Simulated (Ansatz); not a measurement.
# Si3N4: core levels, part 2 of 2

Where do the core levels of Si3N4 lie? The cell is an entry of the Crystallography Open Database (COD). Planned: a relaxation, then the dielectric response, then core holes.

Ansatz 0.2.0; DFT, PBE, plane-wave PAW, default files, scalar-relativistic. Earlier steps stand in the parts before.

## (3) Response to an electric field

Contents of input.yaml:

```yaml
crystal:
  lattice:
    - [-3.23735, 3.23735, 3.23735]
    - [3.23735, -3.23735, 3.23735]
    - [3.23735, 3.23735, -3.23735]
  atoms:
    - { symbol: Si, position: [0.25, 0.125, 0.875] }
    - { symbol: Si, position: [0.875, 0.25, 0.125] }
    - { symbol: Si, position: [0.75, 0.375, 0.625] }
    - { symbol: Si, position: [0.625, 0.75, 0.375] }
    - { symbol: Si, position: [0.125, 0.875, 0.25] }
    - { symbol: Si, position: [0.375, 0.625, 0.75] }
    - { symbol: "N", position: [0.5628, 0.5628, 0.5628] }
    - { symbol: "N", position: [0.4372, 0.5, 0.0] }
    - { symbol: "N", position: [0.5, 0.0, 0.9372] }
    - { symbol: "N", position: [0.0, 0.4372, 0.5] }
    - { symbol: "N", position: [0.9372, 0.5, 0.0] }
    - { symbol: "N", position: [0.0628, 0.0628, 0.0628] }
    - { symbol: "N", position: [0.0, 0.9372, 0.5] }
    - { symbol: "N", position: [0.5, 0.0, 0.4372] }
kpoints:
  mp_grid: { grid: [6, 6, 6] }
scf:
  occupations: { method: fixed }
hamiltonian:
  xc: pbe
  pseudopotentials: { kind: paw }
output:
  forces: true
dielectric:
  field_mesh: kpoints
```

Run with:

```
ansatz run input.yaml --threads 1 --pin off --max-ram 3072MiB --backend cpu --events-out ev --progress --plain --runs-dir out
```

Standard output:

```text
Warning: RAYON_NUM_THREADS=1 ignored (pool sized by the plan → 1); use --threads N
Engine: ansatz 0.2.0, x86_64-unknown-linux-gnu
Pseudopotentials: kind: paw
Pseudopotential: Si, paw, valence charge 4, recommended cutoff 420 eV (normal), Si.paw.azcp
Pseudopotential: N, paw, valence charge 5, recommended cutoff 420 eV (normal), N.paw.azcp
Functional definition: PBE
  parameter kappa = 0.804
  parameter beta = 0.06672455060314922
  exchange = pbe_x(kappa = kappa, mu = beta*pi^2/3)
  correlation = pbe_c(beta = beta)
Crystal: 14 atoms, lattice volume = 135.715 Å³
Basis set: ecut = 420 eV, 2659 PW (Γ), exchange–correlation on 80×80×80 points (8 copies of the dense FFT grid, shifted against one another)
Bands: 46, of which v1, the nominal top of the filled ones, is band 32 counted from 1 (31 counted from 0)
Symmetry: 24 space group operations
k-points: 46 of 216 (irreducible under 4 space group operations, time reversal used)
Non-local potential: Si, projectors of the file, l = 0: 2, l = 1: 2, l = 2: 2
Non-local potential: N, projectors of the file, l = 0: 2, l = 1: 2, l = 2: 1
PAW form: soft (Blöchl's): semilocal exchange-correlation on the pseudo side does not see the compensation charge
PAW one-centre angular grid: Si, 110 points (default); XC on 64 Gauss nodes
PAW one-centre angular grid: N, 110 points (default); XC on 64 Gauss nodes
Initial density: superposition of atomic densities (neutral atoms: chi_scale 0, normalization atom), corrected by the library's trained network
Initial wavefunctions: pseudopotential atomic-orbital guess
Functional: x = pbe(κ = 0.804, μ = 0.2195149727645171), c = pbe(β = 0.06672455060314922)
SCF iter   1: F=—  HF=-6900.412709 eV  |F-HF|=—  |Δ(HF+E_count)|=         —  Δρ=2.55e-3  dr2=4.28e-3  ethr=1.77e-3  ⟨swp⟩=5.0  Hψ=8713  notcnv=0  defer=535
preconditioner: auto → Resta (q_TF=auto, 2.407 Å⁻¹)  ε∞=4.3  [insulator: Δε(μ)=4.054 eV  Ē_g=14.118 eV  n_scr=42 (ndim 8)  ℏωp=25.5 eV  f_vac=0.000  ε∞_Penn≈4.3]
SCF iter   2: F=—  HF=-6900.413140 eV  |F-HF|=—  |Δ(HF+E_count)|=   4.30e-4  Δρ=1.27e-3  dr2=8.27e-4  ethr=6.69e-6  ⟨swp⟩=2.1  Hψ=3687  notcnv=0  defer=548
SCF iter   3: F=—  HF=-6900.413643 eV  |F-HF|=—  |Δ(HF+E_count)|=   5.03e-4  Δρ=3.35e-4  dr2=7.26e-5  ethr=1.29e-6  ⟨swp⟩=3.0  Hψ=3354  notcnv=0  defer=548
SCF iter   4: F=—  HF=-6900.413681 eV  |F-HF|=—  |Δ(HF+E_count)|=   3.84e-5  Δρ=4.71e-5  dr2=1.34e-6  ethr=1.13e-7  ⟨swp⟩=2.0  Hψ=3141  notcnv=0  defer=457
SCF iter   5: F=—  HF=-6900.413676 eV  |F-HF|=—  |Δ(HF+E_count)|=   4.81e-6  Δρ=5.31e-6  dr2=2.89e-8  ethr=2.10e-9  ⟨swp⟩=2.8  Hψ=3354  notcnv=0  defer=373
SCF iter   6: F=—  HF=-6900.413676 eV  |F-HF|=—  |Δ(HF+E_count)|=   2.57e-8  Δρ=1.75e-6  dr2=3.18e-9  ethr=4.51e-11  ⟨swp⟩=2.6  Hψ=3349  notcnv=0  defer=373
SCF iter   7: F=-6900.413676 eV  HF=-6900.413676 eV  |F-HF|=4.46e-11  |Δ(HF+E_count)|=   3.12e-9  Δρ=2.07e-7  dr2=4.74e-11  ethr=1.00e-12  ⟨swp⟩=12.7  Hψ=13304  notcnv=0
SCF 1 converged in 7 iterations: F = -6900.413676 eV  dr2 = 4.74e-11
NSCF: frozen V_eff on 1 k-points
DFPT response loops at Γ: preconditioner auto → none (the input reference at scf.mixing.eps_inf says where Resta's filter doesn't serve); β = 0.50; Broyden in place of MSR1
SCF converged after 7 iterations
Free energy (F): -6900.413676 eV
Harris-Foulkes:  -6900.413676 eV  (|F-HF|=4.46e-11)
Internal energy: -6900.413676 eV  (E = F + TS)
E sigma→0 (E₀):  -6900.413676 eV
Fermi energy:    9.335482 eV
--- Per-component energies (eV) ---
  E_band       = 139.055055
  E_kinetic    = 1349.068110
  E_local      = -1753.228607  (includes V_loc(G=0)·N_el)
  E_nonlocal   = 508.329673
  E_hartree    = 559.909856
  E_xc         = -826.438200
  E_vxc        = -911.597931  (∫ρ·V_xc dr)
  E_paw        = -4099.752773  (= ΣΔE_a)
  E_vpaw       = -173.336781  (= ΣTr[D̂ρ^β])
  E_aug_tail   = 0.000836  (compensation charges beyond the density's cutoff)
  E_ewald      = -2638.302572
  E_smearing   = -0.000000  (= −TS)
  E_closure    = 0.000000  (closes the sum)
  Σ components = -6900.413676   (vs F -6900.413676, Δ=0.00e0)
--- Forces (eV/Å), atoms counted from 1 ---
  atom   1  Si     0.00000000     0.00000000    -0.00000000
  atom   2  Si     0.00000000     0.00000000     0.00000000
  atom   3  Si     0.00000000     0.00000000    -0.00000000
  atom   4  Si    -0.00000000    -0.00000000     0.00000000
  atom   5  Si     0.00000000    -0.00000000    -0.00000000
  atom   6  Si    -0.00000000     0.00000000    -0.00000000
  atom   7  N     -0.01202226    -0.01202226    -0.01202226
  atom   8  N     -0.01202226     0.01202226     0.01202226
  atom   9  N      0.01202226     0.01202226    -0.01202226
  atom  10  N      0.01202226    -0.01202226     0.01202226
  atom  11  N     -0.01202226     0.01202226     0.01202226
  atom  12  N     -0.01202226    -0.01202226    -0.01202226
  atom  13  N      0.01202226    -0.01202226     0.01202226
  atom  14  N      0.01202226     0.01202226    -0.01202226
  max |Σ_I F_I| component: 7.46e-17 eV/Å
--- Band table (eV; the first three rows and the last of 46) ---
  k-point 0: bands = ["-8.8456", "-5.9716", "-5.9716", "-5.9716", "-5.4566", "-5.4566", "-5.4566", "-4.7974", "-0.4448", "-0.4448", "0.6650", "0.6650", "0.6650", "3.6971", "3.6971", "3.6971", "4.0990", "5.2915", "5.2915", "5.3476", "5.3476", "5.3476", "6.4387", "6.4387", "6.4387", "7.4071", "7.4071", "7.4071", "9.1737", "9.1737", "9.1737", "9.2698", "13.9742", "13.9742", "14.0009", "14.0036", "14.0036", "14.0036", "15.2335", "15.2335", "15.2335", "17.0921", "17.0921", "17.0921", "17.9277", "17.9277"]
  k-point 1: bands = ["-8.7096", "-6.2228", "-6.0544", "-6.0376", "-5.5267", "-5.4644", "-5.3938", "-4.7917", "-0.2343", "-0.1602", "0.8015", "0.8646", "0.9525", "3.3116", "3.5495", "3.7744", "4.4752", "4.9480", "5.0211", "5.2041", "5.3073", "5.5047", "6.0382", "6.2990", "6.3833", "7.3337", "7.4084", "7.4489", "8.8100", "9.0076", "9.2070", "9.2242", "13.4802", "13.6531", "14.2164", "14.4589", "14.5005", "14.7716", "15.6133", "15.7311", "15.7576", "17.1268", "17.2249", "17.2510", "18.1082", "18.2667"]
  k-point 2: bands = ["-8.3116", "-6.9205", "-6.1726", "-6.1557", "-5.5526", "-5.4983", "-5.2258", "-4.8509", "0.2928", "0.3163", "1.1178", "1.2204", "1.8477", "2.8433", "3.5792", "3.7559", "4.0717", "4.4782", "4.7732", "4.8302", "5.0494", "5.5737", "5.6883", "6.1060", "6.3101", "7.1673", "7.1998", "7.6733", "8.0058", "8.5347", "9.2795", "9.2839", "13.8120", "13.8948", "14.7373", "15.1997", "15.2308", "15.4233", "16.1072", "16.4053", "16.6918", "17.0568", "17.5762", "17.6504", "18.0368", "18.5104"]
  k-point 45: bands = ["-6.6568", "-6.6568", "-6.6568", "-6.6568", "-6.6568", "-6.6568", "-4.9213", "-4.9213", "2.1769", "2.1769", "2.1769", "2.1769", "2.1769", "2.1769", "3.8495", "3.8495", "3.8495", "3.8495", "3.8495", "3.8495", "4.9736", "4.9736", "4.9736", "4.9736", "7.4286", "7.4286", "7.4286", "7.4286", "7.4286", "7.4286", "8.1362", "8.1362", "14.7481", "14.7481", "14.7481", "14.7481", "14.7481", "14.7481", "17.8739", "17.8739", "17.8739", "17.8739", "17.8739", "17.8739", "18.7927", "18.7927"]
--- Dielectric response (ions clamped): 1 representative field direction + reference, on 46 of 216 k-points (Σ response iterations 8) ---
  k mesh reduced under 4 symmetry operations, with k and −k counted as one. Each operation leaves every solved perturbation unchanged. A smaller set is not considered because the run solves the response to a homogeneous field
  ε∞ (high-frequency dielectric tensor):
        4.691229     0.000000     0.000000
       -0.000000     4.691229     0.000000
       -0.000000    -0.000000     4.691229
  Born effective charges Z* (e; rows j = field, columns β = displacement):
    site 0:
         3.54040   -0.00000   -0.00000
        -0.00000    3.35373   -0.00588
        -0.00000    0.00588    3.35373
    site 1:
         3.35373   -0.00000    0.00588
        -0.00000    3.54040   -0.00000
        -0.00588   -0.00000    3.35373
    site 2:
         3.54040   -0.00000   -0.00000
        -0.00000    3.35373    0.00588
        -0.00000   -0.00588    3.35373
    site 3:
         3.35373   -0.00000   -0.00588
        -0.00000    3.54040   -0.00000
         0.00588    0.00000    3.35373
    site 4:
         3.35373   -0.00588   -0.00000
         0.00588    3.35373   -0.00000
        -0.00000    0.00000    3.54040
    site 5:
         3.35373    0.00588   -0.00000
        -0.00588    3.35373   -0.00000
        -0.00000    0.00000    3.54040
    site 6:
        -2.56197    0.37718    0.43039
         0.43039   -2.56197    0.37718
         0.37718    0.43039   -2.56197
    site 7:
        -2.56197   -0.43039   -0.37718
        -0.37718   -2.56197    0.43039
        -0.43039    0.37718   -2.56197
    site 8:
        -2.56197    0.37718   -0.43039
         0.43039   -2.56197   -0.37718
        -0.37718   -0.43039   -2.56197
    site 9:
        -2.56197   -0.43039    0.37718
        -0.37718   -2.56197   -0.43039
         0.43039   -0.37718   -2.56197
    site 10:
        -2.56197   -0.37718   -0.43039
        -0.43039   -2.56197    0.37718
        -0.37718    0.43039   -2.56197
    site 11:
        -2.56197    0.43039    0.37718
         0.37718   -2.56197    0.43039
         0.43039    0.37718   -2.56197
    site 12:
        -2.56197   -0.37718    0.43039
        -0.43039   -2.56197   -0.37718
         0.37718   -0.43039   -2.56197
    site 13:
        -2.56197    0.43039   -0.37718
         0.37718   -2.56197   -0.43039
        -0.43039   -0.37718   -2.56197
  Z* charge neutrality: 2.077e-5 e pre-enforcement
  k-mesh period / interband length: 33.6 Å / 1.42 Å = 23.75 at k = (0.0000, 0.0000, 0.0000), direct gap 4.704 eV — 14 or more, which is no proof of convergence
```

Wall time 83 s (1 thread of Intel Xeon Platinum 8488C (Sapphire Rapids), shared host); peak memory 1.4 GiB.

Principal values of ε∞: 4.69, 4.69, 4.69; mean 4.69.

```csv
element,atoms,principal values of Z* (e),mean
Si,"1, 2, 3, 4, …","+3.35, +3.35, +3.54",+3.41
N,"7, 8, 9, 10, …","-2.97, -2.97, -1.75",-2.56
```

## (4) Core levels

Contents of input.yaml:

```yaml
crystal:
  lattice:
    - [6.4747, 0.0, 0.0]
    - [0.0, 6.4747, 0.0]
    - [0.0, 0.0, 6.4747]
  atoms:
    - { symbol: Si, position: [0.375, 0.5, 0.75] }
    - { symbol: Si, position: [0.875, 0.0, 0.25] }
    - { symbol: Si, position: [0.75, 0.375, 0.5] }
    - { symbol: Si, position: [0.25, 0.875, 0.0] }
    - { symbol: Si, position: [0.125, 0.5, 0.25] }
    - { symbol: Si, position: [0.625, 0.0, 0.75] }
    - { symbol: Si, position: [0.25, 0.125, 0.5] }
    - { symbol: Si, position: [0.75, 0.625, 0.0] }
    - { symbol: Si, position: [0.5, 0.75, 0.375] }
    - { symbol: Si, position: [0.0, 0.25, 0.875] }
    - { symbol: Si, position: [0.5, 0.25, 0.125] }
    - { symbol: Si, position: [0.0, 0.75, 0.625] }
    - { symbol: "N", position: [0.2814, 0.2814, 0.2814] }
    - { symbol: "N", position: [0.7814, 0.7814, 0.7814] }
    - { symbol: "N", position: [0.0314, 0.9686, 0.4686] }
    - { symbol: "N", position: [0.5314, 0.4686, 0.9686] }
    - { symbol: "N", position: [0.2186, 0.7186, 0.7814] }
    - { symbol: "N", position: [0.7186, 0.2186, 0.2814] }
    - { symbol: "N", position: [0.4686, 0.0314, 0.9686] }
    - { symbol: "N", position: [0.9686, 0.5314, 0.4686] }
    - { symbol: "N", position: [0.7814, 0.2186, 0.7186] }
    - { symbol: "N", position: [0.2814, 0.7186, 0.2186] }
    - { symbol: "N", position: [0.0314, 0.0314, 0.0314] }
    - { symbol: "N", position: [0.5314, 0.5314, 0.5314] }
    - { symbol: "N", position: [0.7186, 0.7814, 0.2186] }
    - { symbol: "N", position: [0.2186, 0.2814, 0.7186] }
    - { symbol: "N", position: [0.9686, 0.4686, 0.0314] }
    - { symbol: "N", position: [0.4686, 0.9686, 0.5314] }
kpoints:
  mp_grid: { grid: [3, 3, 3] }
scf:
  occupations: { method: fixed }
hamiltonian:
  xc: pbe
  pseudopotentials: { kind: paw }
output:
  forces: true
  efg:
    quadrupole_moments_barn: { "N": 0.02044 }
    contact_densities: true
  core_levels:
    shells: { Si: "2p", "N": "1s" }
    counted_from: valence_top
    eps_inf: [4.691, 4.691, 4.691]
```

Run with:

```
ansatz run input.yaml --threads 1 --pin off --max-ram 3072MiB --backend cpu --events-out ev --progress --plain --runs-dir out
```

Standard output, shortened:

```text
Warning: RAYON_NUM_THREADS=1 ignored (pool sized by the plan → 1); use --threads N
[...]
[... 4 set-up lines as earlier in the session ...]
[...]
Crystal: 28 atoms, lattice volume = 271.431 Å³
Basis set: ecut = 420 eV, 5377 PW (Γ), exchange–correlation on 90×90×90 points (8 copies of the dense FFT grid, shifted against one another)
Bands: 92, of which v1, the nominal top of the filled ones, is band 64 counted from 1 (63 counted from 0)
Symmetry: 48 space group operations
Space group: I-43d (ITA 220), of the structure as read, at distance tolerance 6.5e-5 Å
k-points: 4 of 27 (time reversal used)
[...]
  the holes have spin, beside a run without
  atom         alike  shell      binding/eV   shift/eV difference/eV images/eV   SCF
  Si 0            12     2p         100.452     +0.000        90.434    +0.673     9
  N 12            16     1s         395.731     +0.000       385.751    +0.673    10
  the dataset of Si with a 2p hole: scattering error 0.000 eV (0.000 eV in the local channel); free atom: scalar-relativistic, large and small components
  the two lines of Si's 2p: 2p1/2 +0.408 eV and 2p3/2 -0.204 eV off its levels, 1 : 2 in strength
  the dataset of N with a 1s hole: scattering error 0.002 eV (0.002 eV in the local channel); free atom: scalar-relativistic, large and small components
  Si 0 2p: no_plateau
  N 12 1s: no_plateau
  the highest filled level without a hole stands at 9.3355 eV, at the point (0.3333, 0.3333, 0.3333)
  Si 0 2p: the alignment adds +0.0101 eV (standard deviation 0.1134 over 11 far atoms)
  N 12 1s: the alignment adds -0.0280 eV (standard deviation 0.0830 over 10 far atoms)
  a level is its difference with the images' term at an eps_inf of 4.691, the alignment and the highest filled level
```

Run time: 67 s. Hardware: 1 thread of Intel Xeon Platinum 8488C (Sapphire Rapids), shared host; peak memory 0.81 GiB.

The levels, counted from the valence-band top:

```csv
atom,shell,alike,"binding, weighted centre (eV)",shift (eV),image term (eV),lines (eV)
Si 1,2p,12,100.45,+0.00,0.67,"2p1/2 100.86, 2p3/2 100.25"
N 13,1s,16,395.73,+0.00,0.67,one
```

Atoms are counted from 1 here and from 0 in the log's table.

Simulated Si 2p line (Gaussians 0.7 eV wide):

binding energy (eV), intensity and a bar:
```
    97.75          0 
    98.05          0 
    98.33          0 
    98.63          0 
    98.93          0 
    99.23          0 
    99.51          4 #
    99.81         32 ##########
   100.11         86 ###########################
   100.41         95 ##############################
   100.70         70 ######################
   101.00         46 ###############
   101.30         16 #####
   101.60          2 #
   101.88          0 
   102.18          0 
   102.48          0 
   102.78          0 
   103.06          0 
   103.36          0
```

## (5) What came out

This closing draws on all 2 parts.

| quantity | value |
| --- | --- |
| ε∞, principal values | 4.69, 4.69, 4.69 |
| Si 2p binding energy (weighted centre of the two lines) | 100.45 eV; offsets 2p1/2 +0.41 eV, 2p3/2 -0.20 eV |
| N 1s binding energy | 395.73 eV |
| state (step 2) | gap on the mesh 4.07 eV, largest force 0.021 eV/Å, pressure 1.9 GPa |
| V_zz by site, step 2 (10²¹ V/m²) | Si -0.10, N -5.77 |
| largest C_Q in size, step 2 | 2.85 MHz, ¹⁴N at N |

The electronic dielectric constant averages 4.7. The levels are counted from the valence top. Absolute values at this level can be off by an eV or more. Multiplets and satellites aren't calculated. A hole's nearest image is 6.5 Å away in this 28-atom cell. The program doubts some values: the potential far from the hole hasn't levelled off (Si, N). Site N (3 Si at 1.75 Å) carries the largest gradient.

The gaps are Kohn-Sham values of a semilocal functional, not quasiparticle or optical gaps. Such gaps usually fall short of the measured ones.
